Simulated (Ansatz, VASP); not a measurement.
## Cross-check of Te2Mo between VASP and Ansatz

Aim: how closely do two programs agree when they are given the same cell, functional and k mesh?

Program: Ansatz 0.2.0. Level of theory: plane waves, with VASP 6.6.1 beside it; single point at PBE. Results are calculated unless marked as measured.

## (1) Starting point

The cell holds 12 atoms: 8 Te and 4 Mo. Its edges and angles: a = 3.518 Å, b = 3.518 Å, c = 39.566 Å, α = 90.0°, β = 90.0°, γ = 120.0°. It derives from Te2Mo. The (0 0 1) slab of Te2Mo, cut from the database cell (so at first; earlier steps may have moved the atoms). Vacuum lies along c.

Coordinates:

```xyz
12
Lattice="3.5182 0.0000 0.0000 -1.7591 3.0469 0.0000 0.0000 0.0000 39.5656" Properties=species:S:1:pos:R:3
Te    0.0000    2.0312    7.5000
Te    0.0000    2.0312   11.1052
Te    1.7591    1.0156   14.4868
Te    1.7591    1.0156   18.0920
Te    0.0000    2.0312   21.6252
Te    0.0000    2.0312   25.2582
Te    1.7591    1.0156   29.1673
Te    1.7591    1.0156   32.8064
Mo    1.7591    1.0156    9.3026
Mo    0.0000    2.0312   16.2894
Mo    1.7591    1.0156   23.4420
Mo    0.0000    2.0312   30.9878
```

## (2) VASP: single point, PBE

With cell and atoms fixed, the geometry can't cause a difference; cores, projectors, grids and the points listed under the comparison can.

Lines of VASP's logs that name or quote its potential files are left out, and so is its time.

File INCAR:

```
SYSTEM = Te2Mo
PREC = Normal
ENCUT = 300
EDIFF = 1E-06
NELM = 120
ISMEAR = 0
SIGMA = 0.05
LREAL = .FALSE.
ALGO = Fast
GGA = PE
NBANDS = 64
LASPH = .TRUE.
LORBIT = 11
LWAVE = .FALSE.
LCHARG = .TRUE.
IDIPOL = 3
LDIPOL = .TRUE.
DIPOL = 0.5 0.5 0.506
LVHAR = .TRUE.
LVACPOTAV = .TRUE.
LELF = .TRUE.
NEDOS = 1500
```

File POSCAR:

```
Te2Mo
1.0
    3.5181997507      0.0000000000      0.0000000000
   -1.7590998754      3.0468503598      0.0000000000
    0.0000000000      0.0000000000     39.5655888000
Te Mo
8 4
Direct
    0.3333333300      0.6666666700      0.1895586600
    0.3333333300      0.6666666700      0.2806779600
    0.6666666700      0.3333333300      0.3661464500
    0.6666666700      0.3333333300      0.4572657500
    0.3333333300      0.6666666700      0.5465668087
    0.3333333300      0.6666666700      0.6383880031
    0.6666666700      0.3333333300      0.7371880170
    0.6666666700      0.3333333300      0.8291656558
    0.6666666700      0.3333333300      0.2351183100
    0.3333333300      0.6666666700      0.4117061000
    0.6666666700      0.3333333300      0.5924838665
    0.3333333300      0.6666666700      0.7832010491
```

File KPOINTS:

```
Automatic mesh
0
Gamma
6 6 1
0 0 0
```

The projector-augmented-wave data sets are Te and Mo (PBE family, release 64).

Command:

```
> mpirun -np 2 vasp_std
```

Numbers of over 12 decimals in the logs are rounded to 6 here.

What it wrote:

```text
[banner, memory and clock lines left out]
running    2 mpi-ranks, on    1 nodes
 distrk:  each k-point on    2 cores,    1 groups
 distr:  one band on    1 cores,    2 groups

 POSCAR found type information on POSCAR TeMo
 POSCAR found :  2 types and      12 ions
 LDA part: xc-table for (Slater+PW92), standard interpolation
 POSCAR, INCAR and KPOINTS ok, starting setup
 FFT: planning ... GRIDC
 FFT: planning ... GRID_SOFT
 FFT: planning ... GRID
 WAVECAR not read
 entering main loop
       N       E                     dE             d eps       ncg     rms          rms(c)
DAV:   1     0.259750595929E+03    0.25975E+03   -0.19282E+04   896   0.589E+02
DAV:   2    -0.498159715305E+02   -0.30957E+03   -0.28678E+03  1176   0.144E+02
DAV:   3    -0.739838774587E+02   -0.24168E+02   -0.23623E+02  1104   0.406E+01
DAV:   4    -0.748109933097E+02   -0.82712E+00   -0.82594E+00  1184   0.810E+00
DAV:   5    -0.748295201014E+02   -0.18527E-01   -0.18526E-01  1184   0.137E+00    0.324E+01
RMM:   6    -0.730799876493E+02    0.17495E+01   -0.57431E+00   920   0.580E+00    0.137E+01
RMM:   7    -0.730422802879E+02    0.37707E-01   -0.31121E+00  1017   0.385E+00    0.981E+00
RMM:   8    -0.720841309751E+02    0.95815E+00   -0.17785E+00   969   0.351E+00    0.139E+00
RMM:   9    -0.720697448138E+02    0.14386E-01   -0.13363E-01  1054   0.126E+00    0.438E-01
RMM:  10    -0.720711108824E+02   -0.13661E-02   -0.23160E-02  1104   0.427E-01    0.350E-01
RMM:  11    -0.720708929396E+02    0.21794E-03   -0.41756E-03  1089   0.197E-01    0.199E-01
RMM:  12    -0.720706825596E+02    0.21038E-03   -0.16600E-03  1113   0.106E-01    0.642E-02
RMM:  13    -0.720706579903E+02    0.24569E-04   -0.34536E-04  1132   0.543E-02    0.318E-02
RMM:  14    -0.720706397294E+02    0.18261E-04   -0.87218E-05  1125   0.262E-02    0.178E-02
[...]
RMM:  18    -0.720707208229E+02   -0.25910E-04   -0.20170E-06   868   0.327E-03    0.283E-03
RMM:  19    -0.720707552500E+02   -0.34427E-04   -0.54394E-06   964   0.352E-03    0.205E-03
RMM:  20    -0.720707724378E+02   -0.17188E-04   -0.41285E-07   693   0.152E-03    0.126E-03
RMM:  21    -0.720708003848E+02   -0.27947E-04   -0.37700E-07   751   0.134E-03    0.994E-04
RMM:  22    -0.720708160442E+02   -0.15659E-04   -0.22963E-07   680   0.112E-03    0.833E-04
RMM:  23    -0.720708216893E+02   -0.56451E-05   -0.11197E-07   554   0.754E-04    0.705E-04
RMM:  24    -0.720708237651E+02   -0.20759E-05   -0.56531E-08   477   0.636E-04    0.204E-04
RMM:  25    -0.720708239905E+02   -0.22538E-06   -0.83776E-09   366   0.507E-04
|                                                                             |
|           W    W    AA    RRRRR   N    N  II  N    N   GGGG   !!!           |
|           W    W   A  A   R    R  NN   N  II  NN   N  G    G  !!!           |
|           W    W  A    A  R    R  N N  N  II  N N  N  G       !!!           |
|           W WW W  AAAAAA  RRRRR   N  N N  II  N  N N  G  GGG   !            |
|           WW  WW  A    A  R   R   N   NN  II  N   NN  G    G                |
|           W    W  A    A  R    R  N    N  II  N    N   GGGG   !!!           |
|                                                                             |
|     Did not find any points to average over, which means that no vacuum     |
|     field-free region was found. Please increase the size of  your cell     |
|     in the dimension of the dipole correction to obtain accurate            |
|     workfunction values.                                                    |
|                                                                             |

   1 F= -.72070824E+02 E0= -.72070824E+02  d E =-.749630E-11
```

OUTCAR, selected parts (step 2):

```text
ion  position               nearest neighbor table
   1  0.333  0.667  0.190-   9 2.72   9 2.72   9 2.72   2 3.61
   2  0.333  0.667  0.281-   9 2.72   9 2.72   9 2.72   1 3.61
   3  0.667  0.333  0.366-  10 2.72  10 2.72  10 2.72   4 3.61
   4  0.667  0.333  0.457-  10 2.72  10 2.72  10 2.72   3 3.61
   5  0.333  0.667  0.547-  11 2.73  11 2.73  11 2.73   6 3.63
   6  0.333  0.667  0.638-  11 2.72  11 2.72  11 2.72   5 3.63
   7  0.667  0.333  0.737-  12 2.73  12 2.73  12 2.73   8 3.64
   8  0.667  0.333  0.829-  12 2.73  12 2.73  12 2.73   7 3.64
   9  0.667  0.333  0.235-   1 2.72   2 2.72   1 2.72   2 2.72   1 2.72   2 2.72
  10  0.333  0.667  0.412-   4 2.72   3 2.72   4 2.72   3 2.72   4 2.72   3 2.72
  11  0.667  0.333  0.592-   6 2.72   6 2.72   6 2.72   5 2.73   5 2.73   5 2.73
  12  0.333  0.667  0.783-   8 2.73   8 2.73   8 2.73   7 2.73   7 2.73   7 2.73

  LATTYP: Found a hexagonal cell.
 ALAT       =     3.5181997507
 C/A-ratio  =    11.2459756704

 Subroutine GETGRP returns: Found  6 space group operations
 (whereof  6 operations were pure point group operations)

The static configuration has the point symmetry C_3v.

 Found      7 irreducible k-points:

   k-points           NKPTS =      7   k-points in BZ     NKDIM =      7   number of bands    NBANDS=     64

   dimension x,y,z NGX =    16 NGY =   16 NGZ =  168
   dimension x,y,z NGXF=    32 NGYF=   32 NGZF=  336

   ENCUT  =  300.0 eV  22.05 Ry    4.70 a.u.   4.97  4.97 55.88*2*pi/ulx,y,z

   NELECT =      72.0000    total number of electrons

 k-points in reciprocal lattice and weights: Automatic mesh
   0.00000000  0.00000000  0.00000000       0.028
   0.16666667  0.00000000  0.00000000       0.167
   0.33333333 -0.00000000  0.00000000       0.167
   0.50000000  0.00000000  0.00000000       0.083
   0.16666667  0.16666667  0.00000000       0.167
   0.33333333  0.16666667  0.00000000       0.333
   0.33333333  0.33333333  0.00000000       0.056

 dipolmoment           0.000000      0.000000      0.000203 electrons x Angstroem

 average (electrostatic) potential at core
       1 -90.7920       2 -90.8083       3 -90.8130       4 -90.8079       5 -90.7917
       6 -90.7851       7 -90.7769       8 -90.7711       9 -39.8514      10 -39.8514
      11 -39.8499      12 -39.8476

 E-fermi :   3.6643

 k-point     1 :       0.0000    0.0000    0.0000
  band No.  band energies     occupation
    ...
     32       2.5482      2.00000
     33       2.6114      2.00000
     34       3.0311      2.00000
     35       3.2803      2.00000
     36       3.4494      2.00000
     37       6.4734      0.00000
     38       6.4734      0.00000
     39       6.5199      0.00000
     40       6.5199      0.00000
     41       6.5520      0.00000
    ...

 k-point     2 :       0.1667    0.0000    0.0000
  band No.  band energies     occupation
    ...
     32       2.6702      2.00000
     33       2.6790      2.00000
     34       2.9650      2.00000
     35       3.0631      2.00000
     36       3.1497      2.00000
     37       5.3037      0.00000
     38       5.3690      0.00000
     39       5.4414      0.00000
     40       5.5186      0.00000
     41       5.5785      0.00000
    ...

 k-point     3 :       0.3333   -0.0000    0.0000
  band No.  band energies     occupation
    ...
     32       2.4373      2.00000
     33       2.6563      2.00000
     34       2.7246      2.00000
     35       2.7653      2.00000
     36       2.7919      2.00000
     37       4.6675      0.00000
     38       4.7767      0.00000
     39       4.9128      0.00000
     40       5.0522      0.00000
     41       5.0800      0.00000
    ...

  Total        3.1313179      3.1313179      2.1653658     -0.0000000     -0.0000000     -0.0000000
  in kB       11.8290127     11.8290127      8.1799869     -0.0000000     -0.0000000     -0.0000000
  external PRESSURE =      10.6126708 kB  Pullay stress =       0.0000000 kB

  energy-cutoff  :      300.00
  volume of cell :      424.12
      direct lattice vectors                 reciprocal lattice vectors
     3.518199751  0.000000000  0.000000000     0.284236277  0.164103891  0.000000000
    -1.759099875  3.046850360  0.000000000     0.000000000  0.328207782  0.000000000
     0.000000000  0.000000000 39.565588800     0.000000000  0.000000000  0.025274488

 POSITION                                       TOTAL-FORCE (eV/Angst)
 -----------------------------------------------------------------------------------
     -0.00000      2.03123      7.50000        -0.000000      0.000000     -0.201495
     -0.00000      2.03123     11.10519         0.000000      0.000000      0.132005
      1.75910      1.01562     14.48680         0.000000      0.000000     -0.126454
      1.75910      1.01562     18.09199        -0.000000      0.000000      0.166069
     -0.00000      2.03123     21.62524         0.000000      0.000000      0.023771
     -0.00000      2.03123     25.25820         0.000000      0.000000      0.019747
      1.75910      1.01562     29.16728         0.000000     -0.000000      0.030397
      1.75910      1.01562     32.80643         0.000000      0.000000     -0.020116
      1.75910      1.01562      9.30259        -0.000000     -0.000000     -0.057718
     -0.00000      2.03123     16.28939        -0.000000     -0.000000      0.016455
      1.75910      1.01562     23.44197        -0.000000      0.000000      0.019131
     -0.00000      2.03123     30.98781        -0.000000      0.000000     -0.001791
 -----------------------------------------------------------------------------------
    total drift:                               -0.000000     -0.000000     -0.000967

  FREE ENERGIE OF THE ION-ELECTRON SYSTEM (eV)
  ---------------------------------------------------
  free  energy   TOTEN  =       -72.0708239905 eV

  energy  without entropy=      -72.0708239905  energy(sigma->0) =      -72.07082399

 vacuum level on the upper side and lower side of the slab         8.222         8.219

 total charge
# of ion       s       p       d       tot
------------------------------------------
    1        1.385   1.980   0.061   3.426
    2        1.387   1.975   0.064   3.426
    3        1.387   1.975   0.064   3.425
    4        1.386   1.975   0.063   3.425
    5        1.386   1.971   0.062   3.419
    6        1.386   1.973   0.061   3.419
    7        1.386   1.972   0.060   3.418
    8        1.385   1.975   0.060   3.419
    9        0.361   0.442   4.418   5.221
   10        0.361   0.441   4.419   5.221
   11        0.358   0.435   4.401   5.194
   12        0.356   0.434   4.397   5.187
--------------------------------------------------
tot         12.523  17.548  18.130  48.201

[... 3 further parts left out ...]
```

This run has no spin polarisation, so a moment on Mo, if there is one, isn't seen. The data set Mo keeps the semicore shell frozen, which is cheaper and a little less accurate.

(Part 1 of 2 ends here.)

[Lines on the potential files, build, host, timing and source positions are cut from VASP's logs without a mark.]

[Logs are printed without paths, hosts, clocks, repeated set-up lines and the standing remarks that a program may print on its own settings, such as how far it seeks lower states.]

[Hosts, paths, dates, database ids (printed as entryN), source tags and the programs' standing remarks are cut or masked in the printed files.]
